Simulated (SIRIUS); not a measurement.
Runs of SIRIUS 7.12.0 on NiO. It takes space group Fm-3m (No. 225, cubic). Conventional cell: a = 4.172 Å, b = 4.172 Å, c = 4.172 Å, α = 90.00°, β = 90.00°, γ = 90.00°. Ni (site symmetry m-3m) has 6 O at 2.09 Å as nearest neighbours. Around O (site symmetry m-3m) lie 6 Ni at 2.09 Å. 

```csv
task,level,potentials or basis,cutoff (eV),muffin tin radii,basis cutoff (gk_cutoff),cutoff of density and potential (pw_cutoff),valence relativity,reference energy of the basis,moment (μB)
band structure,PBE,"all-electron FP-LAPW (Koelling-Harmon valence), apw+lo standard",294,"Ni 2.32, O 1.55 bohr",4.65 1/bohr,24 1/bohr,koelling_harmon,0.26 Ha,1.67
band structure,PBE,"all-electron FP-LAPW (no relativity for the valence, core without relativity), apw+lo standard",294,"Ni 2.32, O 1.55 bohr",4.65 1/bohr,24 1/bohr,none,0.26 Ha,1.61
band structure,PBE,"all-electron FP-LAPW (ZORA valence), apw+lo standard",294,"Ni 2.32, O 1.55 bohr",4.65 1/bohr,24 1/bohr,zora,0.26 Ha,1.67
single point,PBEsol,"all-electron FP-LAPW, apw+lo standard",306,"Ni 2.28, O 1.52 bohr",4.74 1/bohr,25 1/bohr,iora,0.27 Ha,(a)
```

Alike in all rows: spin collinear, ferromagnetic start; cell as given; k mesh 11 × 11 × 11; smearing fermi-dirac 0.05 eV.

Fill in the values left out.

(a) 1.34.

Caveats: a cell with one magnetic atom can't hold antiferromagnetic order, which such compounds often take; relativity is left out for the core states (some runs).
